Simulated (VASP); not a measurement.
**WC (lda): relaxation of cell and atoms with LDA**

The system is WC (lda).

```
W C
1.0
     2.88358    0.00000    0.00000
    -1.44179    2.49725    0.00000
     0.00000    0.00000    2.81248
W C
1 1
Cartesian
  0.0000 0.0000 0.0000
  1.4418 0.8324 1.4062
```

The cell isn't the ideal one: cell and atoms relaxed tightly for response.

```
Program                : VASP 6.6.1
Task                   : relaxation of cell and atoms
Functional             : LDA
Potentials or basis    : VASP PAW LDA potentials, release 64 (W_sv, C)
Cutoff                 : 600 eV
k mesh                 : 18 × 18 × 16
Occupations            : fermi-dirac, width 0.15 eV
Spin                   : no spin polarisation
Dipole correction      : no
Further INCAR settings : ALGO = Fast; EDIFF = 1e-06; IBRION = 2; EDIFFG = -0.001; NSW = 80; ISIF = 3
```

The relaxed volume is 10.19 Å³/atom and the relaxed cell is a = 2.890 Å, b = 2.890 Å, c = 2.817 Å, α = 90.00°, β = 90.00°, γ = 120.00°. The space group after relaxing (to 0.05 Å) is P-6m2 (No. 187). The energy gained by relaxing is 0.6 meV/atom. The ionic steps are 16 and the pressure after relaxing is 0.0 GPa. The band gap on the k mesh is none (metal or under the smearing width).

The path:
| step | energy change (eV) | largest force (eV/Å) | pressure (GPa) | volume (Å³) |
| --- | --- | --- | --- | --- |
| 1 | 0.0000 | 0.0000 | 2.76 | 20.25 |
| 2 | 0.0082 | 0.0000 | -7.70 | 20.77 |
| 3 | -0.0011 | 0.0000 | -0.03 | 20.39 |
| 4 | -0.0011 | 0.0000 | -0.04 | 20.38 |
| 5 | -0.0008 | 0.0000 | 1.35 | 20.32 |
| 6 | -0.0011 | 0.0000 | 0.05 | 20.38 |
| 7 | -0.0011 | 0.0000 | 0.06 | 20.38 |
| 8 | -0.0011 | 0.0000 | 0.04 | 20.38 |
| 9 | -0.0011 | 0.0000 | 0.05 | 20.38 |
| 10 | -0.0011 | 0.0000 | 0.04 | 20.38 |
| 11 | -0.0011 | 0.0000 | 0.05 | 20.38 |
| 12 | -0.0011 | 0.0000 | 0.05 | 20.38 |
| 13 | -0.0011 | 0.0000 | -0.09 | 20.39 |
| 14 | -0.0011 | 0.0000 | -0.07 | 20.38 |
| 15 | -0.0011 | 0.0000 | -0.03 | 20.38 |
| 16 | -0.0011 | 0.0000 | 0.01 | 20.38 |

Final structure:
```cif
data_structure
_symmetry_space_group_name_H-M 'P 1'
_symmetry_Int_Tables_number 1
_cell_length_a 2.8904
_cell_length_b 2.8904
_cell_length_c 2.8171
_cell_angle_alpha 90.000
_cell_angle_beta 90.000
_cell_angle_gamma 120.000
_cell_volume 20.38
loop_
_atom_site_label
_atom_site_type_symbol
_atom_site_fract_x
_atom_site_fract_y
_atom_site_fract_z
_atom_site_occupancy
W1 W 0.00000 0.00000 0.00000 1
C1 C 0.66667 0.33333 0.50000 1
```

Levels at points of the mesh, in eV from the Fermi level:
```csv
k point,band 7,band 8,band 9,band 10,band 11,band 12
"(0.00, 0.00, 0.00)",-3.46,-3.46,0.09,3.23,3.23,5.67
"(0.50, 0.00, 0.00)",-3.73,-3.70,-0.49,2.32,4.56,4.94
"(0.00, 0.00, 0.50)",-2.12,-2.12,-0.68,-0.68,3.71,4.49
"(0.50, 0.00, 0.50)",-4.46,-4.18,0.35,4.47,5.39,6.81
```

Run time: 2.9 min on 1 thread of Intel(R) Xeon(R) 6975P-C (Granite Rapids), with other jobs on the host, peak memory 0.24 GiB.

The run has no spin-orbit coupling, so splittings on W are missing.
